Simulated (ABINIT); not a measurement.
Crystal: C.

```
C
1.0
     0.00000    1.78337    1.78337
     1.78337    0.00000    1.78337
     1.78337    1.78337    0.00000
C
2
Direct
  0.75000 0.75000 0.75000
  0.50000 0.50000 0.50000
```

This isn't the form of C at room conditions, which is graphite.

Base run:

```yaml
Program: ABINIT 10.8.3 (patched build)
Functional: OLYP
Potentials_or_basis: PseudoDojo NC SR PBE v0.4.1 standard
Cutoff: 1116 eV
k_mesh: 13 × 13 × 13
Occupations: fermi-dirac, width 0.05 eV
Spin: no spin polarisation
```

Its results: band gap on the k mesh 4.34 eV, indirect (least direct gap 5.64 eV); pressure -10.3 GPa.

Task: After a change of settings the same cell gave: band gap on the k mesh 4.91 eV, indirect (least direct gap 5.86 eV); pressure -97.4 GPa. Which change was it?
A. functional from OLYP to revPBE
B. functional from OLYP to HLE16
C. functional from OLYP to r2SCAN; cutoff from 1116 eV to 1333 eV
D. functional from OLYP to RPBE

Result: B.

Caveats: the potentials were made for another functional, which shifts forces and pressure; the cell as given lies far from equilibrium (some runs); the potentials were made for a functional far from this one (some runs); so large a pressure means that the cell lies far from this level's equilibrium, or that cutoff or potentials fall short (some runs).

Runs at the PBE level aren't shown here.
